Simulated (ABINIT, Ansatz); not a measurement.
# CdS (Hawleyite): G0W0 on several meshes in ABINIT

Wanted: mesh dependence and cost of G0W0 for CdS (Hawleyite).

Calculated with ABINIT 10.8.3; PBE and many-body steps on it, plane waves.

This is a report of a sequence of runs, with most program output left out.

## (1) The starting structure

Symmetry: F-43m, No. 216, cubic system. The conventional cell has a = 5.833 Å, b = 5.833 Å, c = 5.833 Å, α = 90.00°, β = 90.00°, γ = 90.00°. Nearest to Cd lie 4 S at 2.53 Å. Nearest to S lie 4 Cd at 2.53 Å. Farther neighbours and most contacts between anions are not listed.

The cell and positions come from the Crystallography Open Database and are kept as given unless a step says otherwise.

## (2) Empty states on the mesh, 4×4×4 mesh, 137 bands

This step: ABINIT 10.8.3; DFT, PBE, plane waves, norm-conserving pseudopotentials.

The sums over transitions need many empty states on a uniform mesh; this step solves for them.

The input, run.abi:

```
acell 3*1.0 Angstrom
rprim 
  -0.000000000000 2.916500000000 2.916500000000
  2.916500000000 -0.000000000000 2.916500000000
  2.916500000000 2.916500000000 -0.000000000000
ntypat 2
znucl 48 16
natom 2
typat 1 2
xred 
  0.000000000000 0.000000000000 0.000000000000
  0.250000000000 0.250000000000 0.250000000000
pp_dirpath "pseudos"
pseudos "Cd.upf, S.upf"
ecut 47
ngkpt 4 4 4
nshiftk 1
shiftk 0 0 0
kptopt 1
chksymbreak 0
iscf -2
irdden 1
istwfk *1
nband 137
nbdbuf 12
tolwfr 1e-09
nstep 60
prtvol 0
indata_prefix "in"
outdata_prefix "out"
tmpdata_prefix "tmp"
```

On the command line:

```
$ OMP_NUM_THREADS=1 mpirun -n 4 abinit run.abi > log
```

Run time: 53 s. Hardware: 4 MPI ranks of Intel Xeon Platinum 8488C (Sapphire Rapids), shared host; peak memory 0.43 GiB.

Numbers from this step:

```
gap                                                           : 1.145 eV
k of the valence top                                          : 0, 0, 0
k of the conduction bottom                                    : 0, 0, 0
least direct gap                                              : 1.145 eV
k points computed                                             : 8
lowest point of the top converged band, above the valence top : 89.8716 eV
```

On this mesh the gap is 1.145 eV.

The density comes from a self-consistent run that is not shown.

## (3) Screening, 4×4×4 mesh, 58 bands, screening to 114.3 eV

The RPA dielectric matrix is built and inverted for each q.

This step: RPA screening on PBE, plane waves, norm-conserving pseudopotentials.

run.abi: that of step 2 with these lines changed.

```diff
@@ -20,10 +20,11 @@
 chksymbreak 0
-iscf -2
-irdden 1
 istwfk *1
-nband 137
-nbdbuf 12
-tolwfr 1e-09
-nstep 60
-prtvol 0
+occopt 1
+irdwfk 1
+optdriver 3
+nband 58
+ecuteps 4.2
+inclvkb 2
+awtr 1
+symchi 1
 indata_prefix "in"
```

Run time: 15 s. Hardware: 4 MPI ranks; peak memory 0.85 GiB.

This step gave:

- ε∞ with local fields, on this mesh, along the program's q direction: 11.05
- the same without local fields: 11.75
- plasma frequency: 26.88 eV
- plane waves in the screening matrix: 137

Local fields lower ε∞ by 6 %. On a Γ-centred mesh this coarse the value itself is usually too large, while a short band sum pulls it down.

## (4) 4×4×4

The self-energy is evaluated for the states that the input lists, and the levels follow from it, in one-shot runs by the linearised quasiparticle equation.

This step: G0W0 on PBE, plane waves, norm-conserving pseudopotentials.

run.abi: that of step 3 with these lines changed.

```diff
@@ -23,8 +23,15 @@
 irdwfk 1
-optdriver 3
+optdriver 4
 nband 58
+gwcalctyp 0
+ecutsigx 47
+symsigma 1
+nkptgw 1
+kptgw 
+  0.0000000000 0.0000000000 0.0000000000
+bdgw 
+  11 17
 ecuteps 4.2
-inclvkb 2
-awtr 1
-symchi 1
+irdscr 1
+ppmodel 1
 indata_prefix "in"
```

It took 3.8 s on 4 MPI ranks; peak memory 0.68 GiB; 14 s of CPU time.

Numbers from this step:

```
G0W0 gap on the points computed              : 2.035 eV
starting gap on the mesh                     : 1.145 eV
k of the valence top                         : 0, 0, 0
k of the conduction bottom                   : 0, 0, 0
Z at the valence top                         : 0.783
Z at the conduction bottom                   : 0.814
least direct G0W0 gap on the computed points : 2.035 eV
```

The gap on the mesh goes from 1.14 eV to 2.03 eV, a correction of +0.89 eV.

## (5) Empty states on the mesh, 6×6×6 mesh, 62 bands

This step: DFT, PBE, plane waves, norm-conserving pseudopotentials.

run.abi: that of step 4 with these lines changed.

```diff
@@ -15,3 +15,3 @@
 ecut 47
-ngkpt 4 4 4
+ngkpt 6 6 6
 nshiftk 1
@@ -20,18 +20,10 @@
 chksymbreak 0
+iscf -2
+irdden 1
 istwfk *1
-occopt 1
-irdwfk 1
-optdriver 4
-nband 58
-gwcalctyp 0
-ecutsigx 47
-symsigma 1
-nkptgw 1
-kptgw 
-  0.0000000000 0.0000000000 0.0000000000
-bdgw 
-  11 17
-ecuteps 4.2
-irdscr 1
-ppmodel 1
+nband 62
+nbdbuf 4
+tolwfr 1e-09
+nstep 60
+prtvol 0
 indata_prefix "in"
```

Wall time 35 s (4 MPI ranks); peak memory 0.39 GiB; 2.3 min of CPU time.

This step gave:

```yaml
gap: 1.145 eV
k_of_the_valence_top: 0, 0, 0
k_of_the_conduction_bottom: 0, 0, 0
least_direct_gap: 1.145 eV
k_points_computed: 16
lowest_point_of_the_top_converged_band_above_the_valence_top: 45.89 eV
```

On this mesh the gap is 1.145 eV.

## (6) Screening, 6×6×6 mesh, 58 bands, screening to 114.3 eV

This step: RPA screening on PBE, plane waves, norm-conserving pseudopotentials.

run.abi: that of step 5 with these lines changed.

```diff
@@ -20,10 +20,11 @@
 chksymbreak 0
-iscf -2
-irdden 1
 istwfk *1
-nband 62
-nbdbuf 4
-tolwfr 1e-09
-nstep 60
-prtvol 0
+occopt 1
+irdwfk 1
+optdriver 3
+nband 58
+ecuteps 4.2
+inclvkb 2
+awtr 1
+symchi 1
 indata_prefix "in"
```

It took 89 s on 4 MPI ranks; peak memory 1.4 GiB; 5.9 min of CPU time.

This step gave:

- ε∞ with local fields, on this mesh, along the program's q direction: 7.103
- the same without local fields: 7.755
- plasma frequency: 26.88 eV
- plane waves in the screening matrix: 137

## (7) 6×6×6

This step: G0W0 on PBE, plane waves, norm-conserving pseudopotentials.

run.abi: that of step 6 with these lines changed.

```diff
@@ -23,8 +23,15 @@
 irdwfk 1
-optdriver 3
+optdriver 4
 nband 58
+gwcalctyp 0
+ecutsigx 47
+symsigma 1
+nkptgw 1
+kptgw 
+  0.0000000000 0.0000000000 0.0000000000
+bdgw 
+  11 17
 ecuteps 4.2
-inclvkb 2
-awtr 1
-symchi 1
+irdscr 1
+ppmodel 1
 indata_prefix "in"
```

Wall time 5 s (4 MPI ranks); peak memory 1.4 GiB; 19 s of CPU time.

This step gave:

| Item | Value |
| --- | --- |
| G0W0 gap on the points computed | 2.106 eV |
| starting gap on the mesh | 1.145 eV |
| k of the valence top | 0, 0, 0 |
| k of the conduction bottom | 0, 0, 0 |
| Z at the valence top | 0.786 |
| Z at the conduction bottom | 0.818 |
| least direct G0W0 gap on the computed points | 2.106 eV |

Against G0W0 in ABINIT (4×4×4 mesh, 58 bands, screening to 114.3 eV, Godby-Needs plasmon pole), the gap moves by +0.071 eV.

## (8) The runs together

Times are wall times on 4 MPI ranks of Intel Xeon Platinum 8488C (Sapphire Rapids), shared host, good to a factor of about two. A run's time includes the screening step that it read.

| run | mesh | bands | screening cutoff (eV) | DFT gap (eV) | gap on the mesh (eV) | direct (eV) | ε∞ used | time |
| --- | --- | --- | --- | --- | --- | --- | --- | --- |
| 4×4×4 | 4×4×4 | 58 | 114.3 | 1.145 | 2.035 | 2.035 | 11.05 | 19 s |
| 6×6×6 | 6×6×6 | 58 | 114.3 | 1.145 | 2.106 | 2.106 | 7.10 | 94 s |

## (9) Outcome

```json
{
  "4×4×4": "2.035 eV",
  "6×6×6": "2.106 eV",
  "known limits": "not at the basis limit; no spin-orbit coupling; coarse k mesh"
}
```

In words: 6×6×6: +0.071 eV against 4×4×4. Bands and cutoff are finite, so the gap is not at the basis limit. The miss can reach some tenths of an eV and take either sign; the mesh is an error of its own. In the G0W0 runs levels were corrected at 1 k point alone, so a gap called «on the mesh» is the least over those, and an edge elsewhere would be missed. The 4×4×4 mesh is coarse for this cell, which bears on the long-range parts of exchange and screening. The many-body steps are scalar-relativistic: spin-orbit coupling is not in them.

[Paths, hosts, dates, memory and timing lines, banners, echoed tables and standing remarks are left out of the program output.]

[Logs are printed without paths, hosts, clocks, repeated set-up lines and the standing remarks that a program may print on its own settings, such as how far it seeks lower states.]

[Runs of the session that timed out or met a known fault of the program may be left out.]

[Hosts, paths, dates, database ids (printed as entryN), source tags and the programs' standing remarks are cut or masked in the printed files.]

[G0W0 gaps are taken among the corrected bands and points alone; a level outside them can change the order at an edge.]

[Where Ansatz stands beside ABINIT at settings called matched, ABINIT's density can come from a denser mesh and the files from another edition; pairs whose starting gaps differed by over 0.03 eV were left out, so agreement reads better than it is.]
